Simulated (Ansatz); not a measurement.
**Checking a converged run of Fe**

We look at Fe: an experimental structure (space group Fm-3m, primitive cell doubled), with 2 atoms per cell. Source: COD entry 9012713; it may be a high-temperature, high-pressure or metastable form.

Computed with DFT, PBE, PAW, plane waves, scalar-relativistic (Ansatz development build ahead of 0.2.0).

```yaml
crystal:
  lattice:
    - [3.679, 1.8395, 1.8395]
    - [1.8395, 3.679, 1.8395]
    - [1.8395, 1.8395, 3.679]
  atoms:
    - { symbol: Fe, position: [0.0, 0.0, 0.0], spin: 4.0 }
    - { symbol: Fe, position: [0.5, 0.5, 0.5], spin: -4.0 }
magnetization:
  spin_polarized: true
hamiltonian:
  xc: pbe
  pseudopotentials: { kind: paw }
basis:
  ecutwfc: 420
kpoints:
  mp_grid: { grid: [12, 12, 12] }
scf:
  occupations: { method: gaussian, width: 0.1 }
  lower_state_search: "off"
output:
  forces: true
  stress: true
```

It took 15 s on 2 threads of x86-64 server CPU, on a shared host, peak memory 0.43 GiB.

The end of the output:

```
SCF converged after 10 iterations
Magnetization: 0.0000 μB (16.0000 up, 16.0000 down)
Absolute magnetization: 4.3990 μB (∫|ρ↑−ρ↓|, with the PAW one-centre terms)
Spin contamination: 1.8275 ħ² per cell (⟨S²⟩ above its minimum at these occupations)
Per-site moments (μB) at R_I (Å): [(2.1520, 1.0730), (-2.1520, 1.0730)]
Free energy (F): -8960.428746 eV
Harris-Foulkes:  -8960.428746 eV  (|F-HF|=5.26e-10)
Internal energy: -8960.411762 eV  (E = F + TS)
E sigma→0 (E₀):  -8960.420254 eV
Entropy (-TS):   -0.016984 eV (-8.492 meV/atom)
Fermi energy:    16.825546 eV
--- Forces (eV/Å), atoms counted from 1 ---
  atom   1  Fe     0.00000000     0.00000000     0.00000000
  atom   2  Fe    -0.00000000    -0.00000000    -0.00000000
--- Stress (GPa, compression-positive) ---
      -16.820068       2.909948       2.909948
        2.909948     -16.820068       2.909948
        2.909948       2.909948     -16.820068
  P = ⅓ Tr σ = -16.8201 GPa (-168.201 kbar)
```

Site moments are taken inside atomic spheres and don't add up to the total.

Would you trust this as the ground state? If a lower solution is known, describe it.

No. A state 104 meV/atom (0.208 eV per cell) lower exists in this cell: ferromagnetic, site moments Fe1 2.70, Fe2 2.70 μB, total 5.29 μB per cell, no gap on the k-mesh. It was reached from: parallel moments, default search for lower states [Fe1 4.00, Fe2 4.00 μB]; spin on, no moments given (the program may seed its own), plain SCF. The wrong state matters: the pressure is -4.8 GPa there against -16.8 GPa here. This multiple of the primitive cell fits some opposed orders; other multiples fit others. Orders that need a larger cell or non-collinear spins weren't tried.
